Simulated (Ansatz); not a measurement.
**Hf3N: a trial structure relaxed**

Aim: relax Hf3N from this start, random cell with space group P6_3mc (No. 186), and see where it ends.

Computed with Ansatz 0.2.0 (DFT PBE, scalar-relativistic, plane waves, PAW, unless a step's input says otherwise).

### 1 The starting structure

The structure is hexagonal, space group P6_3mc (No. 186). Conventional cell: a = 5.695 Å, b = 5.695 Å, c = 5.095 Å, α = 90.00°, β = 90.00°, γ = 120.00°. Hf (site symmetry m) has 2 N at 1.99 to 2.17 Å as nearest neighbours. N (site symmetry 3m) is surrounded by 6 Hf at 1.99 to 2.17 Å.

Structure file:

```cif
data_structure
_symmetry_space_group_name_H-M 'P 1'
_symmetry_Int_Tables_number 1
_cell_length_a 5.6952
_cell_length_b 5.6952
_cell_length_c 5.0951
_cell_angle_alpha 90.000
_cell_angle_beta 90.000
_cell_angle_gamma 120.000
_cell_volume 143.12
loop_
_atom_site_label
_atom_site_type_symbol
_atom_site_fract_x
_atom_site_fract_y
_atom_site_fract_z
_atom_site_occupancy
Hf1 Hf 0.50000 0.00000 0.07812 1
Hf2 Hf 0.00000 0.50000 0.07812 1
Hf3 Hf 0.50000 0.50000 0.07812 1
Hf4 Hf 0.50000 0.00000 0.57812 1
Hf5 Hf 0.00000 0.50000 0.57812 1
Hf6 Hf 0.50000 0.50000 0.57812 1
N1 N 0.33333 0.66667 0.35643 1
N2 N 0.66667 0.33333 0.85643 1
```

### 2 Rough relaxation on the coarse mesh

input.yaml

```yaml
crystal:
  lattice:
    - [5.69516841, 0.0, 0.0]
    - [-2.847584205, 4.9321605219, 0.0]
    - [0.0, 0.0, 5.0951407294]
  atoms:
    - { symbol: Hf, position: [0.5, 0.0, 0.0781243331] }
    - { symbol: Hf, position: [0.0, 0.5, 0.0781243331] }
    - { symbol: Hf, position: [0.5, 0.5, 0.0781243331] }
    - { symbol: Hf, position: [0.5, 0.0, 0.5781243331] }
    - { symbol: Hf, position: [0.0, 0.5, 0.5781243331] }
    - { symbol: Hf, position: [0.5, 0.5, 0.5781243331] }
    - { symbol: "N", position: [0.3333333333, 0.6666666667, 0.3564274461] }
    - { symbol: "N", position: [0.6666666667, 0.3333333333, 0.8564274461] }
basis:
  ecutwfc: 420
kpoints:
  mp_grid: { grid: [6, 6, 4] }
hamiltonian:
  xc: pbe
scf:
  occupations: { method: gaussian, width: 0.1 }
  lower_state_search: "off"
output:
  forces: true
  stress: true
  eigenvalues: true
relax:
  adjacent_minimum: "off"
  f_tol: 0.04
  max_steps: 70
  cell: { stress_tol: 0.4 }
```

Command:

```sh
$ ansatz run input.yaml --threads 1 --pin off --max-ram 2560MiB --backend cpu --events-out ev --progress --plain --runs-dir out
```

The program printed:

```text
Warning: RAYON_NUM_THREADS=1 ignored (pool sized by the plan → 1); use --threads N
Engine: ansatz 0.2.0, x86_64-unknown-linux-gnu
Pseudopotentials: kind: paw
Pseudopotential: Hf, paw, valence charge 26, recommended cutoff 420 eV (normal), Hf.paw.azcp
Pseudopotential: N, paw, valence charge 5, recommended cutoff 420 eV (normal), N.paw.azcp
Functional definition: PBE
  parameter kappa = 0.804
  parameter beta = 0.06672455060314922
  exchange = pbe_x(kappa = kappa, mu = beta*pi^2/3)
  correlation = pbe_c(beta = beta)
Crystal: 8 atoms, lattice volume = 143.120 Å³
Basis set: ecut = 420 eV, 2837 PW (Γ), exchange–correlation on 80×80×72 points (8 copies of the dense FFT grid, shifted against one another)
Bands: 100, of which v1, the nominal top of the filled ones, is band 83 counted from 1 (82 counted from 0)
Symmetry: 12 space group operations
Space group: P63mc (ITA 186), of the structure as read, at distance tolerance 5.2e-5 Å
k-points: 21 of 144 (time reversal used)
Non-local potential: Hf, projectors of the file, l = 0: 3, l = 1: 2, l = 2: 2, l = 3: 3
Non-local potential: N, projectors of the file, l = 0: 2, l = 1: 2, l = 2: 1
PAW form: soft (Blöchl's): semilocal exchange-correlation on the pseudo side does not see the compensation charge
PAW one-centre angular grid: Hf, 590 points (default); XC on 64 Gauss nodes
PAW one-centre angular grid: N, 110 points (default); XC on 64 Gauss nodes
Initial density: superposition of atomic densities (neutral atoms: chi_scale 0, normalization atom), corrected by the library's trained network
Initial wavefunctions: pseudopotential atomic-orbital guess
Functional: x = pbe(κ = 0.804, μ = 0.2195149727645171), c = pbe(β = 0.06672455060314922)
SCF iter   1: F=—  HF=-95089.226890 eV  |F-HF|=—  |Δ(HF+E_count)|=         —  Δρ=1.25e-2  dr2=1.50e-1  ethr=1.77e-3  ⟨swp⟩=5.2  Hψ=7027  notcnv=0  defer=41
preconditioner: auto → LDOS  [metal: Δε(μ)=0.063 eV  Ē_g=17.391 eV  σ=0.100 eV  W_gap=0.32  n_scr=58 (ndim 8)  ℏωp=38.5 eV  f_vac=0.111  D(μ)=7.88/eV (n_scr^D=70)  β→1.0]
SCF iter   2: F=—  HF=-95089.196780 eV  |F-HF|=—  |Δ(HF+E_count)|=   3.01e-2  Δρ=4.74e-3  dr2=3.09e-2  ethr=9.06e-5  ⟨swp⟩=2.1  Hψ=4470  notcnv=0  defer=207
SCF iter   3: F=—  HF=-95089.187045 eV  |F-HF|=—  |Δ(HF+E_count)|=   9.73e-3  Δρ=9.81e-4  dr2=1.54e-3  ethr=1.86e-5  ⟨swp⟩=2.1  Hψ=3659  notcnv=0  defer=207
SCF iter   4: F=—  HF=-95089.187019 eV  |F-HF|=—  |Δ(HF+E_count)|=   2.60e-5  Δρ=4.64e-4  dr2=2.31e-4  ethr=9.26e-7  ⟨swp⟩=2.1  Hψ=3663  notcnv=0  defer=207
SCF iter   5: F=—  HF=-95089.186800 eV  |F-HF|=—  |Δ(HF+E_count)|=   2.19e-4  Δρ=1.54e-4  dr2=3.81e-5  ethr=1.39e-7  ⟨swp⟩=2.1  Hψ=3639  notcnv=0  defer=207
SCF iter   6: F=—  HF=-95089.186823 eV  |F-HF|=—  |Δ(HF+E_count)|=   2.28e-5  Δρ=4.03e-5  dr2=3.17e-6  ethr=2.30e-8  ⟨swp⟩=4.2  Hψ=3352  notcnv=1  defer=199
SCF iter   7: F=—  HF=-95089.186824 eV  |F-HF|=—  |Δ(HF+E_count)|=   1.41e-6  Δρ=9.03e-6  dr2=1.40e-7  ethr=1.91e-9  ⟨swp⟩=4.3  Hψ=3734  notcnv=1  defer=199
SCF iter   8: F=-95089.186825 eV  HF=-95089.186825 eV  |F-HF|=3.89e-9  |Δ(HF+E_count)|=   2.92e-7  Δρ=2.69e-6  dr2=9.51e-9  ethr=1.00e-12  ⟨swp⟩=15.4  Hψ=21393  notcnv=1
WARN: eigensolver did not converge (k=0): 1 band(s) unlocked after 147 sweeps at occupation × residual norm < 6.67e-6 eV (lowest unlocked band 24, counted from 0, weighed at 2.000 electrons; max residual 3.60e-4 eV among the unlocked bands, 3.60e-4 eV over every band, not weighted by occupation; other slots of this pass that fall short are told together in one closing line; warning suppressed for the rest of this close's residual-converged pass)
SCF 1 converged in 8 iterations: F = -95089.186825 eV  dr2 = 9.51e-9
  Residual-converged pass: ⟨swp⟩=8.0  Hψ=3158  notcnv=1  max |occ|·‖R‖ = 7.2e-4 eV (tolerance 6.7e-6 eV)  dr2=9.51e-9  dr2_onsite=1.97e-9  max |Δocc| = 4.7e-13
relax step   1: F+E_penalty+E_count = -95089.18682478 eV  Δ(F+E_penalty+E_count) = +0.000e0 eV  max|allowed force component| = 3.776e0 eV/Å  Δτ_max = 0.0000 Å  P = +43.792 GPa  Ω = 143.120 Å³  (8 SCF iters, dr2 threshold 1.00e-7 eV, accepted)
[... from here on, the SCF cycles and remarks between the steps are left out ...]
relax step   2: F+E_penalty+E_count = -95092.77417831 eV  Δ(F+E_penalty+E_count) = -3.587e0 eV  max|allowed force component| = 1.806e0 eV/Å  Δτ_max = 0.0347 Å  P = +18.524 GPa  Ω = 159.928 Å³  energy of the carried Pulay correction = -2.028e-2 eV  (8 SCF iters, dr2 threshold 8.00e-7 eV, accepted)
relax step   3: F+E_penalty+E_count = -95093.99255014 eV  Δ(F+E_penalty+E_count) = -1.218e0 eV  max|allowed force component| = 7.816e-1 eV/Å  Δτ_max = 0.0612 Å  P = +5.541 GPa  Ω = 173.021 Å³  energy of the carried Pulay correction = -3.460e-2 eV  (8 SCF iters, dr2 threshold 8.00e-7 eV, accepted)
relax step   4: F+E_penalty+E_count = -95094.21631443 eV  Δ(F+E_penalty+E_count) = -2.238e-1 eV  max|allowed force component| = 2.437e-1 eV/Å  Δτ_max = 0.0162 Å  P = +1.983 GPa  Ω = 175.859 Å³  energy of the carried Pulay correction = -3.755e-2 eV  (7 SCF iters, dr2 threshold 8.00e-7 eV, accepted)
relax step   5: F+E_penalty+E_count = -95094.24930707 eV  Δ(F+E_penalty+E_count) = -3.299e-2 eV  max|allowed force component| = 1.103e-1 eV/Å  Δτ_max = 0.0092 Å  P = +0.568 GPa  Ω = 178.492 Å³  energy of the carried Pulay correction = -4.024e-2 eV  (6 SCF iters, dr2 threshold 8.00e-7 eV, accepted)
relax step   6: F+E_penalty+E_count = -95094.25116544 eV  Δ(F+E_penalty+E_count) = -1.858e-3 eV  max|allowed force component| = 1.436e-3 eV/Å  Δτ_max = 0.0061 Å  P = -0.005 GPa  Ω = 179.428 Å³  energy of the carried Pulay correction = -4.119e-2 eV  (5 SCF iters, dr2 threshold 8.00e-7 eV, accepted)
relax step   7: F+E_penalty+E_count = -95094.38171703 eV  Δ(F+E_penalty+E_count) = -1.306e-1 eV  max|allowed force component| = 1.419e-3 eV/Å  Δτ_max = 0.0000 Å  P = +0.823 GPa  Ω = 179.428 Å³  stress off target by 1.35e0 GPa  SCF on the basis re-selected at this cell (its energy is not comparable with the rows above)  (6 SCF iters)
relax step   8: F+E_penalty+E_count = -95094.38531318 eV  Δ(F+E_penalty+E_count) = -3.596e-3 eV  max|allowed force component| = 4.438e-3 eV/Å  Δτ_max = 0.0003 Å  P = +0.044 GPa  Ω = 180.636 Å³  energy of the carried Pulay correction = -1.081e-3 eV  (6 SCF iters, dr2 threshold 8.00e-7 eV, accepted)
relax step   9: F+E_penalty+E_count = -95094.38644061 eV  Δ(F+E_penalty+E_count) = -1.127e-3 eV  max|allowed force component| = 4.440e-3 eV/Å  Δτ_max = 0.0000 Å  P = +0.042 GPa  Ω = 180.636 Å³  stress off target by 1.02e-1 GPa  SCF on the basis re-selected at this cell (its energy is not comparable with the rows above)  (4 SCF iters)
basis re-selected at this cell: Δ(F+E_penalty+E_count) = -1.127e-3 eV, ΔP = -0.002 GPa vs the last step (what re-selecting the basis moved, of the pressure what is left beyond the Pulay correction that the steps carried, after the strain that the cell walked since its last selection, with what the two solves' SCF thresholds leave and, on support functions, any second-order correction that the steps lacked; it is no measure of the basis error at this ecutwfc). This SCF's stress stands 1.02e-1 GPa from its target on what of the cell is left free (relax.cell.stress_tol is 4.00e-1 GPa) and its largest allowed force component is 4.44e-3 eV/Å (relax.f_tol is 4.00e-2 eV/Å): within both
SCF converged after 4 iterations
Free energy (F): -95094.386441 eV
Harris-Foulkes:  -95094.386441 eV  (|F-HF|=6.84e-10)
Internal energy: -95094.354177 eV  (E = F + TS)
E sigma→0 (E₀):  -95094.370309 eV
Entropy (-TS):   -0.032264 eV (-4.033 meV/atom)
Fermi energy:    14.715405 eV
--- Per-component energies (eV) ---
  E_band       = -541.786703
  E_kinetic    = 2812.963096
  E_local      = -39982.144393  (includes V_loc(G=0)·N_el)
  E_nonlocal   = -7374.573779
  E_hartree    = 18627.074533
  E_xc         = -1918.959723
  E_vxc        = -1748.016970  (∫ρ·V_xc dr)
  E_paw        = -41820.606481  (= ΣΔE_a)
  E_vpaw       = 8495.833408  (= ΣTr[D̂ρ^β])
  E_aug_tail   = 0.000183  (compensation charges beyond the density's cutoff)
  E_ewald      = -25438.107613
  E_smearing   = -0.032264  (= −TS)
  E_closure    = 0.000000  (closes the sum)
  Σ components = -95094.386441   (vs F -95094.386441, Δ=0.00e0)
--- Forces (eV/Å), atoms counted from 1 ---
  atom   1  Hf     0.00000000     0.00147168    -0.00147960
  atom   2  Hf    -0.00127451    -0.00073584    -0.00147960
  atom   3  Hf     0.00127451    -0.00073584    -0.00147960
  atom   4  Hf     0.00000000    -0.00147168    -0.00147960
  atom   5  Hf     0.00127451     0.00073584    -0.00147960
  atom   6  Hf    -0.00127451     0.00073584    -0.00147960
  atom   7  N      0.00000000     0.00000000     0.00444105
  atom   8  N     -0.00000000    -0.00000000     0.00444105
  max |Σ_I F_I| component: 4.48e-6 eV/Å
--- Stress (GPa, compression-positive) ---
        0.011963       0.000000       0.000000
        0.000000       0.011963      -0.000000
        0.000000      -0.000000       0.101630
  P = ⅓ Tr σ = 0.0419 GPa (0.419 kbar)
--- Band table (eV; the first three rows and the last of 21) ---
  k-point 0: bands = ["-47.2415", "-47.1826", "-47.1739", "-47.1739", "-47.1172", "-47.1172", "-16.7214", "-16.4159", "-16.3755", "-16.3112", "-16.3112", "-16.1864", "-16.1864", "-16.0854", "-16.0854", "-15.7270", "-15.6428", "-15.5170", "-15.5170", "-15.5147", "-15.4684", "-15.4684", "-15.3694", "-15.3694", "-1.2600", "0.4533", "2.7950", "2.7950", "2.7958", "2.7979", "2.8036", "2.8036", "2.8122", "2.8150", "2.8255", "2.8255", "2.8272", "2.8288", "2.8288", "2.8312", "2.8312", "2.8429", "2.8463", "2.8463", "2.8583", "2.8589", "2.8589", "2.8635", "2.8635", "2.8715", "2.8715", "2.8868", "2.8868", "2.8880", "2.8915", "2.8915", "2.8957", "2.8996", "2.9078", "2.9078", "2.9104", "2.9223", "2.9341", "2.9540", "2.9540", "2.9609", "2.9609", "3.0804", "7.6523", "8.3332", "8.3332", "9.7095", "11.4167", "11.4167", "11.5428", "12.1841", "12.8840", "12.8840", "13.1438", "13.7622", "13.7944", "13.7944", "14.1399", "14.1399", "15.1270", "15.2793", "15.6901", "15.6901", "16.9602", "16.9914", "16.9914", "18.2705", "18.2705", "18.2984", "18.2984", "19.0068", "19.0068", "19.4923", "20.2459", "20.4741"]
[... 3 lines left out ...]
--- Relaxed structure (7 steps of the walk, 7 accepted, 2 SCFs on fresh bases) ---
  F+E_penalty+E_count = -95094.38644061 eV   max|allowed force component| = 4.440e-3 eV/Å   (the final SCF, on the basis selected at the relaxed cell)
  cell:  # Å, volume = 180.6361 Å³
    - [5.973682530573992, 3.791917604802708e-33, 6.199256604373717e-17]
    - [-2.986841265286996, 5.17336082562039, -3.0996283021868586e-17]
    - [5.5461195425679186e-17, 6.253292771085979e-35, 5.845070186366078]
  atoms:
    - { symbol: Hf, position: [0.49999800931818533, -3.981363629315245e-6, 0.08521380954901651] }
    - { symbol: Hf, position: [3.981363629306553e-6, 0.5000019906818146, 0.0852138095490165] }
    - { symbol: Hf, position: [0.4999980093181853, 0.5000019906818146, 0.0852138095490165] }
    - { symbol: Hf, position: [0.5000019906818146, 3.981363629314189e-6, 0.5852138095490166] }
    - { symbol: Hf, position: [-3.981363629368288e-6, 0.4999980093181852, 0.5852138095490166] }
    - { symbol: Hf, position: [0.5000019906818146, 0.4999980093181852, 0.5852138095490166] }
    - { symbol: N, position: [0.3333333333333333, 0.6666666666666667, 0.3351590167529505] }
    - { symbol: N, position: [0.6666666666666669, 0.3333333333333333, 0.8351590167529505] }
```

It took 2.7 min on 1 thread of Intel Xeon 6975P-C (Granite Rapids), shared host; peak memory 0.62 GiB.

Relaxation path:

| step | energy from step 1 (eV/cell) | largest force component (eV/Å) | pressure (GPa) | volume (Å³) |
| --- | --- | --- | --- | --- |
| 1 | 0.0000 | 3.7762 | 43.79 | 143.12 |
| 2 | -3.5874 | 1.8059 | 18.52 | 159.93 |
| 3 | -4.8057 | 0.7816 | 5.54 | 173.02 |
| 4 | -5.0295 | 0.2437 | 1.98 | 175.86 |
| 5 | -5.0625 | 0.1103 | 0.57 | 178.49 |
| 6 | -5.0643 | 0.0014 | 0.00 | 179.43 |
| 7 | -5.1949 | 0.0014 | 0.82 | 179.43 |
| 8 | -5.1985 | 0.0044 | 0.04 | 180.64 |
| 9 | -5.1996 | 0.0044 | 0.04 | 180.64 |

Step 1 is the start. Steps 7, 9 each repeat the geometry before them on a plane-wave basis chosen anew, so the energy can jump there without any move.

|  | before | after | change |
| --- | --- | --- | --- |
| a (Å) | 5.695 | 5.974 | +4.9 % |
| b (Å) | 5.695 | 5.974 | +4.9 % |
| c (Å) | 5.095 | 5.845 | +14.7 % |
| volume (Å³/atom) | 17.89 | 22.58 | +26.2 % |
| shortest distance (Å) | 1.995 | 2.260 | +13.3 % |
| space group (0.01 Å) | P6_3mc | P6_3/mmc | changed |

### 3 Full relaxation

input.yaml

```yaml
crystal:
  lattice:
    - [5.9736825306, 0.0, 0.0]
    - [-2.9868412653, 5.1733608256, 0.0]
    - [0.0, 0.0, 5.8450701864]
  atoms:
    - { symbol: Hf, position: [0.5, 0.0, 0.0] }
    - { symbol: Hf, position: [0.0, 0.5, 0.0] }
    - { symbol: Hf, position: [0.5, 0.5, 0.0] }
    - { symbol: Hf, position: [0.5, 0.0, 0.5] }
    - { symbol: Hf, position: [0.0, 0.5, 0.5] }
    - { symbol: Hf, position: [0.5, 0.5, 0.5] }
    - { symbol: "N", position: [0.3333333333, 0.6666666667, 0.25] }
    - { symbol: "N", position: [0.6666666667, 0.3333333333, 0.75] }
basis:
  ecutwfc: 420
kpoints:
  mp_grid: { grid: [6, 6, 6] }
hamiltonian:
  xc: pbe
scf:
  occupations: { method: gaussian, width: 0.1 }
output:
  forces: true
  stress: true
  eigenvalues: true
relax:
  adjacent_minimum: "off"
  f_tol: 0.01
  max_steps: 80
  cell: { stress_tol: 0.05 }
```

Command:

```sh
$ ansatz run input.yaml --threads 1 --pin off --max-ram 2560MiB --backend cpu --events-out ev --progress --plain --runs-dir out
```

The program printed, cut to the lines that bear on the results:

```text
Warning: RAYON_NUM_THREADS=1 ignored (pool sized by the plan → 1); use --threads N
[...]
Pseudopotentials: kind: paw
Pseudopotential: Hf, paw, valence charge 26, recommended cutoff 420 eV (normal), Hf.paw.azcp
Pseudopotential: N, paw, valence charge 5, recommended cutoff 420 eV (normal), N.paw.azcp
Functional definition: PBE
[...]
Crystal: 8 atoms, lattice volume = 180.636 Å³
Basis set: ecut = 420 eV, 3475 PW (Γ), exchange–correlation on 80×80×80 points (8 copies of the dense FFT grid, shifted against one another)
Bands: 100, of which v1, the nominal top of the filled ones, is band 83 counted from 1 (82 counted from 0)
Symmetry: 24 space group operations
Space group: P63/mmc (ITA 194), of the structure as read, at distance tolerance 5.7e-5 Å
k-points: 28 of 216
[...]
SCF iter   1: F=—  HF=-95094.426958 eV  |F-HF|=—  |Δ(HF+E_count)|=         —  Δρ=9.97e-3  dr2=2.01e-1  ethr=1.77e-3  ⟨swp⟩=4.3  Hψ=8556  notcnv=0  defer=29
[...]
--- Band table (eV; the first three rows and the last of 28) ---
[...]
--- Relaxed structure (3 steps of the walk, 3 accepted, 1 SCFs on fresh bases) ---
  F+E_penalty+E_count = -95094.39269604 eV   max|allowed force component| = 5.551e-17 eV/Å   (the final SCF, on the basis selected at the relaxed cell)
  cell:  # Å, volume = 180.6299 Å³
    - [5.968372661939668, 0.0, 8.480142874293673e-35]
    - [-2.984186330969834, 5.168762344492307, 3.8383496353990656e-35]
    - [8.297566875582421e-35, 9.127323563140665e-35, 5.855271449485067]
  atoms:
    - { symbol: Hf, position: [0.5, -1.014388671196266e-35, 1.263498801425814e-35] }
    - { symbol: Hf, position: [5.043146552826548e-70, 0.5, -2.5463040361501546e-35] }
    - { symbol: Hf, position: [0.5, 0.5, 3.4258193308608223e-35] }
    - { symbol: Hf, position: [0.5, 4.786024052332712e-36, 0.5] }
    - { symbol: Hf, position: [-1.1365937048687296e-35, 0.5, 0.5] }
    - { symbol: Hf, position: [0.5, 0.5, 0.5] }
    - { symbol: N, position: [0.3333333333333333, 0.6666666666666667, 0.25] }
    - { symbol: N, position: [0.6666666666666667, 0.3333333333333333, 0.7499999999999999] }
```

Wall time 61 s (1 thread of Intel Xeon 6975P-C (Granite Rapids), shared host); peak memory 0.7 GiB.

Step by step:

```
step  energy from step 1 (eV/cell)  largest force component (eV/Å)  pressure (GPa)  volume (Å³)
   1                        0.0000                          0.0000            0.03       180.64
   2                       -0.0001                          0.0000            0.01       180.53
   3                       -0.0003                          0.0000           -0.01       180.63
   4                       -0.0004                          0.0000           -0.01       180.63
```

Step 1 is the start. Step 4 repeats the geometry before it on a plane-wave basis chosen anew for that cell, so its energy need not be comparable with the rows above.

|  | before | after | change |
| --- | --- | --- | --- |
| a (Å) | 5.974 | 5.968 | -0.1 % |
| b (Å) | 5.974 | 5.968 | -0.1 % |
| c (Å) | 5.845 | 5.855 | +0.2 % |
| volume (Å³/atom) | 22.58 | 22.58 | 0.0 % |
| shortest distance (Å) | 2.260 | 2.261 | 0.0 % |
| space group (0.01 Å) | P6_3/mmc | P6_3/mmc | same |

The run keeps the 24 symmetry operations of the start, so it could not have lowered the symmetry.

### 4 Changed: mixing.algorithm msr1, mixing.beta 0.3

Changes to input.yaml since step 3:

```diff
@@ -22,6 +22,7 @@
   occupations: { method: gaussian, width: 0.1 }
+  mixing: { algorithm: msr1, beta: 0.3 }
 output:
   forces: true
+  eigenvalues: true
   stress: true
-  eigenvalues: true
 relax:
```

Command:

```sh
$ ansatz run input.yaml --threads 1 --pin off --max-ram 2560MiB --backend cpu --events-out ev --progress --plain --runs-dir out
```

The program printed, cut to the lines that bear on the results:

```text
Warning: RAYON_NUM_THREADS=1 ignored (pool sized by the plan → 1); use --threads N
[...]
Pseudopotentials: kind: paw
Pseudopotential: Hf, paw, valence charge 26, recommended cutoff 420 eV (normal), Hf.paw.azcp
Pseudopotential: N, paw, valence charge 5, recommended cutoff 420 eV (normal), N.paw.azcp
Functional definition: PBE
[...]
Crystal: 8 atoms, lattice volume = 180.636 Å³
Basis set: ecut = 420 eV, 3475 PW (Γ), exchange–correlation on 80×80×80 points (8 copies of the dense FFT grid, shifted against one another)
Bands: 100, of which v1, the nominal top of the filled ones, is band 83 counted from 1 (82 counted from 0)
Symmetry: 24 space group operations
Space group: P63/mmc (ITA 194), of the structure as read, at distance tolerance 5.7e-5 Å
k-points: 28 of 216
[...]
SCF iter   1: F=—  HF=-95094.426958 eV  |F-HF|=—  |Δ(HF+E_count)|=         —  Δρ=9.97e-3  dr2=2.01e-1  ethr=1.77e-3  ⟨swp⟩=4.3  Hψ=8556  notcnv=0  defer=29
[...]
  F+E_penalty+E_count = -95094.39269607 eV   max|allowed force component| = 1.006e-16 eV/Å   (the final SCF, on the basis selected at the relaxed cell)
  cell:  # Å, volume = 180.6298 Å³
    - [5.968375056695152, 2.1709165758191805e-33, 8.480142874293673e-35]
    - [-2.984187528347576, 5.168764418411391, -5.6806185871688166e-36]
    - [1.493562037604836e-34, 2.489270062674727e-35, 5.855266005459155]
  atoms:
    - { symbol: Hf, position: [0.49999999999999994, -5.295755685062564e-36, 1.8051515134122622e-35] }
    - { symbol: Hf, position: [2.7755575615628914e-17, 0.5, -5.428325495769137e-35] }
    - { symbol: Hf, position: [0.5, 0.5, 2.954956874302306e-35] }
    - { symbol: Hf, position: [0.49999999999999994, -6.071335465025962e-36, 0.49999999999999994] }
    - { symbol: Hf, position: [2.7755575615628914e-17, 0.5, 0.49999999999999994] }
    - { symbol: Hf, position: [0.5, 0.5, 0.49999999999999994] }
    - { symbol: N, position: [0.33333333333333337, 0.6666666666666669, 0.24999999999999997] }
    - { symbol: N, position: [0.6666666666666667, 0.33333333333333337, 0.7499999999999998] }
```

Wall time 70 s (1 thread of Intel Xeon 6975P-C (Granite Rapids), shared host); peak memory 0.69 GiB.

| run | ending | energy change | pressure (GPa) | gap (eV) | force (eV/Å) | cycles | time |
| --- | --- | --- | --- | --- | --- | --- | --- |
| step 3 | converged | 0 | 0.0 | 0.00 | 0.00 | - | 61 s |
| variant | converged | 0.0 meV/atom | 0.0 | 0.00 | 0.00 | - | 70 s |

Same state: the changed mixing leaves the energy within 0.5 meV/atom.

### 5 Results

Formation energies count from the elements, computed with the same settings in runs not shown here.

```
                          quantity                                                                       value
                              cell  a = 5.968 Å, b = 5.968 Å, c = 5.855 Å, α = 90.00°, β = 90.00°, γ = 120.00°
                       space group                                                          P6_3/mmc (No. 194)
                            volume                                                               22.58 Å³/atom
                   gap on the mesh                                                                none (metal)
formation energy from the elements                                                              +0.227 eV/atom
```

In words: The structure ended in another space group than at the start: P6_3mc to P6_3/mmc. The formation energy of +0.23 eV/atom is positive, so the elements lie lower than this structure; another structure of the compound can lie lower. Spin-orbit coupling is left out for Hf.
